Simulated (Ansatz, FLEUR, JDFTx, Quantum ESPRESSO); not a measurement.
One calculation of PbSe, 5 ways

```
Pb Se
1.0
     0.00000    3.06065    3.06065
     3.06065    0.00000    3.06065
     3.06065    3.06065    0.00000
Pb Se
1 1
Direct
  0.00000 0.00000 0.00000
  0.50000 0.50000 0.50000
```

Alike in all runs: task equation of state; functional LDA; k mesh 8 × 8 × 8; occupations fermi-dirac, width 0.05 eV; no spin polarisation; no spin-orbit coupling. LDA stands for any of its common fits.

| program and potentials | plane-wave cutoff (eV) | notes | equilibrium volume (Å³/atom) | bulk modulus (GPa) |
| --- | --- | --- | --- | --- |
| Quantum ESPRESSO, PseudoDojo 0.4.1 SR LDA standard | 1170 | - | 27.53 | 57.4 |
| Quantum ESPRESSO, GBRV 1.5 LDA | 612 | - | 27.49 | 57.7 |
| Ansatz, all-electron LAPW, scalar-relativistic | - | - | ? | ? |
| FLEUR, all-electron, FLAPW | - | - | 27.53 | 57.2 |
| JDFTx, PseudoDojo-SR-LDA-0.4.1-standard | 1170 | - | 27.53 | 57.4 |

Question: Estimate from the other rows what the run with Ansatz, all-electron LAPW, scalar-relativistic gave.

Answer: Equilibrium volume 27.54 Å³/atom; bulk modulus 57.3 GPa. The other rows, which needn't bracket it: equilibrium volume 27.49 to 27.53; bulk modulus 57.2 to 57.7.
